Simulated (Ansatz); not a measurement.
# Ni (I4/mmm): stretched by 4 % along z at fixed volume; collinear moments without spin–orbit coupling

The calculation used Ansatz, DFT, PBE, all-electron LAPW, scalar-relativistic.

Command: `ansatz run input.yaml --threads 3 --pin off --max-ram 6144MiB --backend cpu --events-out ev --progress --plain --runs-dir out`

```yaml
crystal:
  lattice:
    - [0.0, 1.7277194128, 1.8324124]
    - [1.7277194128, 0.0, 1.8324124]
    - [1.7277194128, 1.7277194128, 0.0]
  atoms:
    - { symbol: Ni, position: [0.0, 0.0, 0.0], spin: 0.7 }
magnetization:
  spin_polarized: true
kpoints:
  mp_grid: { grid: [12, 12, 12] }
scf:
  occupations: { method: fermi_dirac, width: 0.05 }
  convergence: { dr2_threshold: 1.0e-09 }
  lower_state_search: "off"
hamiltonian:
  xc: pbe
  pseudopotentials: { kind: all_electron, lapw: { basis_error: 0.00025 } }
output:
  eigenvalues: false
checkpoint:
  write: state
  compress: false
  write_every: 100000
```

The program prints:

```
settings of this run that can trade accuracy for cost: output.eigenvalues: false. Do not mix this run's numbers with those of runs without the same settings; the input reference describes each key
LAPW: plane waves up to 9.912 Å⁻¹, error target 2.5e-4 eV per atom; small_component_spin mean_spin; Ni in spheres of 1.222 Å, 18 of its electrons in bands, Dirac shells [] (how accurate: hamiltonian.pseudopotentials.lapw.basis_error, Limitations)
Engine: ansatz 0.2.0
Pseudopotentials: kind: all_electron
Pseudopotential: Ni, LAPW, valence charge 18, lapw/all_electron/scalar/gaussian/Ni, Koelling and Harmon's equation, gaussian nucleus
Functional definition: PBE
  parameter kappa = 0.804
  parameter beta = 0.06672455060314922
  exchange = pbe_x(kappa = kappa, mu = beta*pi^2/3)
  correlation = pbe_c(beta = beta)
Crystal: 1 atoms, lattice volume = 10.940 Å³
Basis set: ecut = 374.31149857554726 eV, 169 PW (Γ), exchange–correlation at level 2
Bands: 14, of which v1, the nominal top of the filled ones, is band 9 counted from 1 (8 counted from 0)
Symmetry: 16 space group operations
Space group: I4/mmm (ITA 139), of the structure as read, at distance tolerance 2.2e-5 Å
Magnetic group: BNS 139.531 (UNI 1191), of the structure as read, at distance tolerance 2.2e-5 Å
k-points: 163 of 1728
Non-local potential: Ni, projectors of the file, none
Initial density: superposition of atomic densities (chi_scale 0.1, normalization cell)
Starting moments: Σ|m| = 0.7 μB on 1 of 1 site
Initial wavefunctions: plane waves of lowest kinetic energy (no species holds an atomic orbital)
Functional: x = pbe(κ = 0.804, μ = 0.2195149727645171), c = pbe(β = 0.06672455060314922)
iter 1 solved again at ethr=1.40e-5 eV; its pass at ethr=1.00e-1 eV (dr2=2.53e-3 eV) is discarded
SCF iter   1: F=—  HF=-41382.849674 eV  |F-HF|=—  |Δ(HF+E_count)|=         —  Δρ=4.87e-3 (↑4.87e-3 ↓4.26e-3)  dr2=2.51e-3  dr2_m=1.33e-3  M=0.624 μB ∫|m|=0.663 μB  β_m=0.30  ethr=1.40e-5  ⟨swp⟩=3.8  Hψ=36881  notcnv=0
preconditioner: auto → none  [metal: Δε(μ)=0.005 eV  Ē_g=16.770 eV  σ=0.050 eV  W_gap=0.02  n_scr=0 (ndim 8)  ℏωp=35.5 eV  f_vac=0.000  D(μ)=2.14/eV (n_scr^D=34)]
SCF iter   2: F=—  HF=-41382.848540 eV  |F-HF|=—  |Δ(HF+E_count)|=   1.13e-3  Δρ=3.00e-3 (↑2.31e-3 ↓3.00e-3)  dr2=5.55e-4  dr2_m=4.79e-4  M=0.641 μB ∫|m|=0.689 μB  β_m=0.30  ethr=1.39e-5  ⟨swp⟩=2.0  Hψ=12124  notcnv=0
SCF iter   3: F=—  HF=-41382.849933 eV  |F-HF|=—  |Δ(HF+E_count)|=   1.39e-3  Δρ=2.06e-3 (↑2.06e-3 ↓1.94e-3)  dr2=3.45e-4  dr2_m=2.91e-4  M=0.639 μB ∫|m|=0.696 μB  β_m=0.30  ethr=3.08e-6  ⟨swp⟩=2.0  Hψ=12129  notcnv=0
iter 4 solved again at ethr=5.11e-8 eV; its pass at ethr=1.92e-6 eV (dr2=9.20e-6 eV) is discarded
SCF iter   4: F=—  HF=-41382.851443 eV  |F-HF|=—  |Δ(HF+E_count)|=   1.51e-3  Δρ=1.48e-3 (↑1.11e-3 ↓1.48e-3)  dr2=9.16e-6  dr2_m=1.67e-4  M=0.646 μB ∫|m|=0.709 μB  β_m=1.00  ethr=5.11e-8  ⟨swp⟩=2.1  Hψ=21167  notcnv=0
[...]
the basis was enlarged: its passes take 1.2 MiB over the memory plan, 3 of 3 planned eigensolver slots
[...]
Mixer restart at iter 8: flushing history
spin-set hold released at iteration 8 (site moments contracting): the magnetisation degrees of freedom join the quasi-Newton model from the next iteration; the mixer history was flushed
SCF iter   9: F=—  HF=-41382.855753 eV  |F-HF|=—  |Δ(HF+E_count)|=   4.15e-6  Δρ=1.48e-4 (↑1.48e-4 ↓1.46e-4)  dr2=3.71e-8  dr2_m=2.13e-6  M=0.675 μB ∫|m|=0.769 μB  β_m=0.38  ethr=6.46e-10  ⟨swp⟩=2.1  Hψ=12157  notcnv=0
SCF iter  10: F=—  HF=-41382.855775 eV  |F-HF|=—  |Δ(HF+E_count)|=   2.14e-5  Δρ=1.06e-4 (↑1.06e-4 ↓5.35e-5)  dr2=1.19e-6  dr2_m=1.20e-7  M=0.676 μB ∫|m|=0.770 μB  β_m=0.41  ethr=2.06e-10  ⟨swp⟩=3.1  Hψ=13963  notcnv=0
SCF iter  11: F=—  HF=-41382.855764 eV  |F-HF|=—  |Δ(HF+E_count)|=   1.05e-5  Δρ=1.35e-5 (↑1.08e-5 ↓1.35e-5)  dr2=2.51e-8  dr2_m=7.80e-10  M=0.677 μB ∫|m|=0.773 μB  β_m=0.50  ethr=2.06e-10  ⟨swp⟩=3.1  Hψ=13910  notcnv=0
SCF iter  12: F=—  HF=-41382.855764 eV  |F-HF|=—  |Δ(HF+E_count)|=   3.38e-8  Δρ=5.07e-6 (↑4.58e-6 ↓5.07e-6)  dr2=3.73e-9  dr2_m=7.92e-11  M=0.677 μB ∫|m|=0.773 μB  β_m=0.62  ethr=1.40e-10  ⟨swp⟩=2.0  Hψ=12126  notcnv=0
SCF iter  13: F=—  HF=-41382.855764 eV  |F-HF|=—  |Δ(HF+E_count)|=   2.03e-8  Δρ=1.31e-6 (↑1.10e-6 ↓1.31e-6)  dr2=2.04e-10  dr2_m=1.70e-11  M=0.677 μB ∫|m|=0.773 μB  β_m=0.81  ethr=2.07e-11  ⟨swp⟩=2.0  Hψ=12126  notcnv=0
SCF iter  14: F=-41382.855764 eV  HF=-41382.855764 eV  |F-HF|=9.46e-11  |Δ(HF+E_count)|=   7.25e-9  Δρ=2.54e-7 (↑1.61e-7 ↓2.54e-7)  dr2=4.12e-12  dr2_m=2.60e-12  M=0.677 μB ∫|m|=0.773 μB  ethr=1.13e-12  ⟨swp⟩=2.7  Hψ=12604  notcnv=0
SCF 1 converged in 14 iterations: F = -41382.855764 eV  dr2 = 4.12e-12
SCF converged after 14 iterations
Magnetization: 0.6773 μB (9.3386 up, 8.6614 down)
Absolute magnetization: 0.7726 μB (∫|ρ↑−ρ↓|)
Spin contamination: 0.0077 ħ² per cell (⟨S²⟩ above its minimum at these occupations)
Per-site moments (μB) at R_I (Å): [(0.7070675378485785, 1.2216820945740368)]
Free energy (F): -41382.855764 eV
Harris-Foulkes:  -41382.855764 eV  (|F-HF|=9.46e-11)
Internal energy: -41382.841832 eV  (E = F + TS)
E sigma→0 (E₀):  -41382.848798 eV
Entropy (-TS):   -0.013932 eV (-13.932 meV/atom)
Fermi energy:    18.180012 eV
--- Per-component energies (eV) ---
  E_band       = -284.231758
  E_kinetic    = 42045.462266
  E_xc         = -1730.776169
  E_electrostatic = -81697.527929  (all electrons and nuclei)
  E_smearing   = -0.013932  (= −TS)
  E_closure    = 0.000000  (closes the sum)
  E_atoms      = -41375.755904  (free atoms, spherical and without spin; not in F)
  Σ components = -41382.855764   (vs F -41382.855764, Δ=0.00e0)
  Basis errors (estimates in eV, not in F): energy 6.0e-5 per atom: plane waves 5.2e-5 (2.7e-5 summed), levels above the bands 6.5e-168, relativity 4.0e-9, radial functions 8.4e-6, core shells 4.3e-10; eigenvalues (radial functions only) 5.5e-7; not estimated: angular momenta, meshes, grids; target (lapw.basis_error) 2.5e-4; muffin-tin radii Ni 1.222 Å
settings of this run that can trade accuracy for cost: output.eigenvalues: false. Do not mix this run's numbers with those of runs without the same settings; the input reference describes each key
```

Site moments (μB): Ni 0.71. Cell moment 0.68 μB.

The magnetic group in the log treats spin as a scalar label, without spin–orbit coupling.

The Ansatz runs typed with the search for lower states off end where their start leads. The magnetic state is the one that this cell and start allow. It needn't be the compound's measured order, which may need a larger cell or be absent.

It took 16 s on 3 threads of Arm Neoverse V1 (shared host), peak memory 0.45 GiB.
